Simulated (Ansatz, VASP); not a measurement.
# NaH in VASP and in Ansatz

```
CELL_PARAMETERS angstrom
0.00000 2.44000 2.44000
2.44000 0.00000 2.44000
2.44000 2.44000 0.00000
ATOMIC_POSITIONS crystal
Na 0.01537 0.98463 0.01537
H 0.50000 0.50000 0.50000
```

Change from the starting cell: all Na atoms moved +0.075 Å, as atom 1 along Cartesian [0 1 0].

Alike in both runs: task single point; functional LDA; k mesh 8 × 8 × 8; occupations gaussian, width 0.05 eV; no spin polarisation.

|  | VASP | Ansatz |
| --- | --- | --- |
| version | VASP 6.6.1 | Ansatz 0.2.0 |
| potentials or method | VASP PAW LDA potentials, release 64 (Na_pv, H) | scalar-relativistic, plane waves, PAW |
| plane-wave cutoff (eV) | 520 | 420 |
| valence electrons in the cell | 8 | 10 |

```tsv
	VASP	Ansatz	Ansatz less VASP
gap on the k mesh at the Fermi level (eV)	3.36	3.36	+0.001
least direct gap on the mesh (eV)	4.26	4.27	+0.004
pressure (GPa)	-2.7	-2.6	+0.09
largest component of the traceless stress (GPa)	0.11	0.11	0.000
rms of the force components (eV/Å)	0.031	0.030	-0.0004
```

Atom by atom the forces differ by 0.000 eV/Å (rms over components). The two sets of potentials don't hold the same shells in valence.

A k mesh can miss the band edges.
